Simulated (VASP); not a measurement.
# Mg (P6_3/mmc) in VASP: notebook

The runs below take Mg through relaxation of cell and atoms, with LDA, PBEsol.

All numbers are computed with VASP 6.6.1; they aren't measurements. Logs are shortened: lines on timing, memory, paths and dates and some standing lists are left out, and cuts for length are marked.

**1. The structure**

The structure is hexagonal, space group P6_3/mmc (No. 194). Conventional cell: a = 3.145 Å, b = 3.145 Å, c = 5.008 Å, α = 90.00°, β = 90.00°, γ = 120.00°. Mg (site symmetry -6m2) is surrounded by 12 Mg at 3.09 to 3.15 Å.

**2. Relaxation of cell and atoms, LDA**

INCAR reads:

```
  PREC = Accurate
  ENCUT = 600
  EDIFF = 1E-7
  ISMEAR = 1
  SIGMA = 0.1
  LREAL = F
  LASPH = T
  NELM = 80
  ALGO = Normal
  ISIF = 3
  LWAVE = F
  LCHARG = F
  GGA = CA
  IBRION = 2
  NSW = 90
  EDIFFG = -0.005
```

KPOINTS reads:

```
regular mesh
0
Gamma
  15 15 7
```

POSCAR reads:

```
Mg                                      
1.0
    3.1452430627      0.0000000000      0.0000000000
   -1.5726215313      2.7238603949     -0.0000000000
    0.0000000000      0.0000000000      5.0084053441
  Mg            
     2
Direct
     0.3333333300000021    0.6666666699999979    0.2500000000000000
     0.6666666699999979    0.3333333300000021    0.7500000000000000
```

Potentials or basis: VASP PAW LDA potentials, release 64 (Mg).

The run is started by

```sh
$ cat potpaw_LDA.64/Mg/POTCAR > POTCAR
$ mpirun -np 1 vasp_std > vasp.out
```

OUTCAR:

```text
PREC = Accurate
   ENCUT = 600
   EDIFF = 1E-7
   ISMEAR = 1
   LREAL = F
   LASPH = T
   NELM = 80
   ISIF = 3
   GGA = CA
   IBRION = 2
   NSW = 90
   EDIFFG = -0.005

 ion  position               nearest neighbor table
   1  0.333  0.667  0.250-   2 3.09   2 3.09   2 3.09   2 3.09   2 3.09   2 3.09
   2  0.667  0.333  0.750-   1 3.09   1 3.09   1 3.09   1 3.09   1 3.09   1 3.09

  LATTYP: Found a hexagonal cell.
 ALAT       =     3.1452430627
 C/A-ratio  =     1.5923746573

  Lattice vectors:

 A1 = (   3.1452430627,   0.0000000000,   0.0000000000)
 A2 = (  -1.5726215313,   2.7238603949,   0.0000000000)
 A3 = (   0.0000000000,   0.0000000000,   5.0084053441)

Analysis of symmetry for initial positions (statically):
=====================================================================
 Subroutine PRICEL returns:
 Original cell was already a primitive cell.

 Routine SETGRP: Setting up the symmetry group for a
 hexagonal supercell.

 Subroutine GETGRP returns: Found 24 space group operations
 (whereof 12 operations were pure point group operations)
 out of a pool of 24 trial point group operations.

The static configuration has the point symmetry D_3d.
 The point group associated with its full space group is D_6h.

Analysis of symmetry for dynamics (positions and initial velocities):
=====================================================================
 Subroutine PRICEL returns:
 Original cell was already a primitive cell.

 Routine SETGRP: Setting up the symmetry group for a
 hexagonal supercell.

 Subroutine GETGRP returns: Found 24 space group operations
 (whereof 12 operations were pure point group operations)
 out of a pool of 24 trial point group operations.

The dynamic configuration has the point symmetry D_3d.
 The point group associated with its full space group is D_6h.

 Subroutine INISYM returns: Found 24 space group operations
 (whereof 12 operations are pure point group operations),
 and found     1 'primitive' translations

----------------------------------------------------------------------------------------

                                     Primitive cell

  volume of cell :      42.9080

  direct lattice vectors                    reciprocal lattice vectors
     3.145243063  0.000000000  0.000000000     0.317940452  0.183563005  0.000000000
    -1.572621531  2.723860395  0.000000000     0.000000000  0.367126011  0.000000000
     0.000000000  0.000000000  5.008405344     0.000000000  0.000000000  0.199664350

  length of vectors
     3.145243063  3.145243064  5.008405344     0.367126011  0.367126011  0.199664350

[... 81 lines left out ...]
   LREAL  =      F    real-space projection
   EDIFFG = -.5E-02   stopping-criterion for IOM
   NSW    =     90    number of steps for IOM
   IBRION =      2    ionic relax: 0-MD 1-quasi-New 2-CG
   NFREE  =      1    steps in history (QN), initial steepest desc. (CG)
   ISIF   =      3    stress and relaxation
   ISYM   =      2    0-nonsym 1-usesym 2-fastsym
   POTIM  = 0.5000    time-step for ionic-motion
   TEBEG  =    0.0;   TEEND  =   0.0 temperature during run
   PSTRESS=    0.0 pullay stress
   NELECT =       4.0000    total number of electrons
   NUPDOWN=      -1.0000    fix difference up-down
   EMIN   =  10.00;   EMAX   =-10.00  energy-range for DOS
   EFERMI =   0.00;   METHOD = LEGACY
   ISMEAR =     1;   SIGMA  =   0.10  broadening in eV -4-tet -1-fermi 0-gaus
   EFERMI_NEDOS =   21; number of points for ismear=-14 and -15
   IALGO  =     38    algorithm
   IMIX   =      4    mixing-type and parameters
     AMIX     =   0.40;   BMIX     =  1.00
     AMIX_MAG =   1.60;   BMIX_MAG =  1.00
  volume/ion in A,a.u.               =      21.45       144.78
  Fermi-wavevector in a.u.,A,eV,Ry     =   0.742304  1.402752  7.497024  0.551016
  Thomas-Fermi vector in A             =   1.837151
   LORBIT       =      0    0 simple, 1 ext, 2 COOP (PROOUT), +10 PAW based schemes
   GGA     = CA    functional components
   LHFCALC =     F    Hartree Fock is set to
   AEXX    =    0.0000 exact exchange contribution
   IVDW    =     0    specifies the selected vdW correction
   LEPSILON=     F    determine dielectric tensor
   LRPA    =     F    only Hartree local field effects (RPA)
 conjugate gradient relaxation of ions
 non-spin polarized calculation
 Methfessel and Paxton  Order N= 1 SIGMA  =   0.10
  energy-cutoff  :      600.00
  volume of cell :       42.91
 maximum number of plane-waves:      1460
 NGX is ok and might be reduce to    28
   NGX = 13   NGY = 13   NGZ = 21

 number of electron       4.0000000 magnetization

 Free energy of the ion-electron system (eV)
  ---------------------------------------------------
  ext. energy  EPLUGINS =         0.00000000
  ---------------------------------------------------
  free energy    TOTEN  =        -3.62443971 eV

  energy without entropy =       -3.62399598  energy(sigma->0) =       -3.62429180

 E-fermi :   2.7840     XC(G=0):  -8.9003

 val. band max:        2.7619889925   @ k =   0.4000   0.0667   0.2857
 cond. band min:       2.8149353905   @ k =   0.3333   0.1333   0.0000
 fundamental gap:      0.0529463979
 Fermi energy:         2.7839755547

 k-point     1 :       0.0000    0.0000    0.0000
  band No.  band energies     occupation
      1      -4.3855      2.00000
      2       1.1745      2.00000
      3       1.7429      2.00000
      4      13.9096      0.00000
      5      13.9097      0.00000
      6      14.0443      0.00000
[... 199 lines left out ...]
 k-point    24 :       0.4000    0.2000    0.0000
  band No.  band energies     occupation
      1       1.1094      2.00000
      2       1.1311      2.00000
      3       4.7197     -0.00000
      4       6.1520      0.00000
      5       6.5274      0.00000
      6       6.8921      0.00000

 [... further k-points ...]
[... 5 lines left out ...]
  --------------------------------------------------------------------------------------
  -------------------------------------------------------------------------------------
  Total       -0.0052953     -0.0052953     -0.0093337     -0.0000000      0.0000000      0.0000000
  in kB       -0.1977261     -0.1977261     -0.3485189     -0.0000000      0.0000000      0.0000000
  external PRESSURE =      -0.2479904 kB  Pullay stress =       0.0000000 kB

 VOLUME and BASIS-vectors are now :
 -----------------------------------------------------------------------------
  energy-cutoff  :      600.00
  volume of cell :       42.91
      direct lattice vectors                 reciprocal lattice vectors
     3.145243063  0.000000000  0.000000000     0.317940452  0.183563005  0.000000000
    -1.572621531  2.723860395  0.000000000     0.000000000  0.367126011  0.000000000
     0.000000000  0.000000000  5.008405344     0.000000000  0.000000000  0.199664350

 POSITION                                       TOTAL-FORCE (eV/Angst)
 -----------------------------------------------------------------------------------
     -0.00000      1.81591      1.25210        -0.000000      0.000000      0.000000
      1.57262      0.90795      3.75630         0.000000      0.000000      0.000000
 -----------------------------------------------------------------------------------
    total drift:                                0.000000     -0.000000      0.000000

  FREE ENERGIE OF THE ION-ELECTRON SYSTEM (eV)
  ---------------------------------------------------
  free  energy   TOTEN  =        -3.6244397129 eV

  energy  without entropy=       -3.6239959752  energy(sigma->0) =       -3.62429180

 reached required accuracy - stopping structural energy minimisation
```

CONTCAR:

```text
Mg
   1.00000000000000
     3.1452430627000001    0.0000000000000000    0.0000000000000000
    -1.5726215313000000    2.7238603949000000    0.0000000000000000
     0.0000000000000000    0.0000000000000000    5.0084053440999998
  Mg
     2
Direct
     0.3333333300000021    0.6666666699999979    0.2500000000000000
     0.6666666699999979    0.3333333300000021    0.7500000000000000

  0.00000000E+00  0.00000000E+00  0.00000000E+00
  0.00000000E+00  0.00000000E+00  0.00000000E+00
```

Wall time 17 s (1 thread of Intel Xeon Platinum 8488C (Sapphire Rapids), shared host); peak memory 0.17 GiB.

What came out:

```
Free energy             : -3.6244 eV
Pressure after relaxing : 0.0 GPa
Band gap on the k mesh  : none (metal or under the smearing width)
```

Final structure:
```cif
data_structure
_symmetry_space_group_name_H-M 'P 1'
_symmetry_Int_Tables_number 1
_cell_length_a 3.1452
_cell_length_b 3.1452
_cell_length_c 5.0084
_cell_angle_alpha 90.000
_cell_angle_beta 90.000
_cell_angle_gamma 120.000
_cell_volume 42.91
loop_
_atom_site_label
_atom_site_type_symbol
_atom_site_fract_x
_atom_site_fract_y
_atom_site_fract_z
_atom_site_occupancy
Mg1 Mg 0.33333 0.66667 0.25000 1
Mg2 Mg 0.66667 0.33333 0.75000 1
```

Levels at points of the mesh, in eV from the Fermi level:
| k point | band 1 | band 2 | band 3 | band 4 | band 5 | band 6 |
| --- | --- | --- | --- | --- | --- | --- |
| (0.00, 0.00, 0.00) | -7.17 | -1.61 | -1.04 | 11.13 | 11.13 | 11.26 |

Caveat: the relaxation stopped at its first step, so nothing moved.

**3. Relaxation of cell and atoms, PBEsol**

This run uses another cell than the first one, of 23.24 Å³/atom, 1.083 times its volume.

INCAR reads:

```
ALGO     = Normal         # electronic algorithm
EDIFF    = 1E-6           # SCF threshold, eV
EDIFFG   = -0.01          # ionic threshold
ENCUT    = 600            # plane-wave cutoff, eV
GGA      = PS             # functional
IBRION   = 2              # ionic algorithm
ISIF     = 3              # what is computed and relaxed
ISMEAR   = 1              # smearing method
LASPH    = T              # aspherical terms in the spheres
LCHARG   = F              # write CHGCAR
LREAL    = F              # projectors in reciprocal space
LWAVE    = F              # write WAVECAR
NELM     = 80             # most SCF steps
NSW      = 90             # ionic steps
PREC     = Accurate       # precision mode
SIGMA    = 0.1            # smearing width, eV
```

KPOINTS reads:

```
k-points
0
Gamma
  15 15 7
```

POSCAR reads:

```
Mg
1.0
    3.2093000000      0.0000000000      0.0000000000
   -1.6046500000      2.7793353300      0.0000000000
    0.0000000000      0.0000000000      5.2103000000
Mg
2
Direct
    0.3333333300      0.6666666700      0.2500000000
    0.6666666700      0.3333333300      0.7500000000
```

Potentials or basis: VASP PAW PBE potentials, release 64 (Mg).

The run is started by

```sh
$ cat potpaw_PBE.64/Mg/POTCAR > POTCAR
$ mpirun -np 1 vasp_std > vasp.out
```

It took 75 s on 1 thread of Intel Xeon Platinum 8259CL at 2.50GHz (Skylake/Cascade Lake), shared host; peak memory 0.2 GiB.

The run converged. Its results:

* Free energy: -3.4510 eV
* Relaxed volume: 22.49 Å³/atom
* Relaxed cell: a = 3.195 Å, b = 3.195 Å, c = 5.089 Å, α = 90.00°, β = 90.00°, γ = 120.00°
* Space group after relaxing (to 0.05 Å): P6_3/mmc (No. 194)
* Energy gained by relaxing: 3.6 meV/atom
* Ionic steps: 8
* Pressure after relaxing: 0.0 GPa
* Band gap on the k mesh: none (metal or under the smearing width)

The path:
| step | energy change (eV) | largest force (eV/Å) | pressure (GPa) | volume (Å³) |
| --- | --- | --- | --- | --- |
| 1 | 0.0000 | 0.0000 | -1.17 | 46.47 |
| 2 | -0.0064 | 0.0000 | -0.30 | 45.34 |
| 3 | -0.0069 | 0.0000 | 0.04 | 44.93 |
| 4 | -0.0069 | 0.0000 | 0.07 | 44.90 |
| 5 | -0.0070 | 0.0000 | 0.03 | 44.94 |
| 6 | -0.0071 | 0.0000 | -0.04 | 45.02 |
| 7 | -0.0071 | 0.0000 | -0.05 | 45.04 |
| 8 | -0.0071 | 0.0000 | 0.00 | 44.98 |

Final structure:
```
Mg
1.0
     3.19453    0.00000    0.00000
    -1.59726    2.76654    0.00000
     0.00000    0.00000    5.08900
Mg
2
Direct
  0.33333 0.66667 0.25000
  0.66667 0.33333 0.75000
```

Levels at points of the mesh, in eV from the Fermi level:
```csv
k point,band 1,band 2,band 3,band 4,band 5,band 6
"(0.00, 0.00, 0.00)",-6.98,-1.57,-1.02,10.89,10.89,11.00
```

Caveat: the PAW data sets were made with another functional, which shifts forces and pressure a little.

**4. Relaxation of cell and atoms, PBEsol**

This run uses another cell than the first one, of 22.49 Å³/atom, 1.048 times its volume.

INCAR, as its differences from that of step 3:

```diff
@@ -1,4 +1,4 @@
 ALGO     = Normal         # electronic algorithm
-EDIFF    = 1E-6           # SCF threshold, eV
-EDIFFG   = -0.01          # ionic threshold
+EDIFF    = 1E-7           # SCF threshold, eV
+EDIFFG   = -0.005         # ionic threshold
 ENCUT    = 600            # plane-wave cutoff, eV
```

KPOINTS is that of step 3.

POSCAR reads:

```
Mg                                      
1.0
    3.1945251336      0.0000000000      0.0000000000
   -1.5972625668      2.7665399203     -0.0000000000
    0.0000000000      0.0000000000      5.0890011585
  Mg            
     2
Direct
     0.3333333300000021    0.6666666699999979    0.2500000000000000
     0.6666666699999979    0.3333333300000021    0.7500000000000000
```

The run is started by

```sh
$ cat potpaw_PBE.64/Mg/POTCAR > POTCAR
$ mpirun -np 1 vasp_std > vasp.out
```

It took 24 s on 1 thread of Intel Xeon Platinum 8259CL at 2.50GHz (Skylake/Cascade Lake), shared host; peak memory 0.19 GiB.

The run converged. Its results:

```yaml
Free_energy: -3.4510 eV
Pressure_after_relaxing: 0.0 GPa
Band_gap_on_the_k_mesh: none (metal or under the smearing width)
```

Final structure:
```yaml
crystal:
  lattice:
    - [3.19453, 0.00000, 0.00000]
    - [-1.59726, 2.76654, 0.00000]
    - [0.00000, 0.00000, 5.08900]
  atoms:
    - { symbol: Mg, position: [0.33333, 0.66667, 0.25000] }
    - { symbol: Mg, position: [0.66667, 0.33333, 0.75000] }
```

Levels at points of the mesh, in eV from the Fermi level:
```csv
k point,band 1,band 2,band 3,band 4,band 5
"(0.00, 0.00, 0.00)",-6.98,-1.57,-1.02,10.89,10.89
```

Caveat: the relaxation stopped at its first step, so nothing moved; the PAW data sets were made with another functional, which shifts forces and pressure a little.
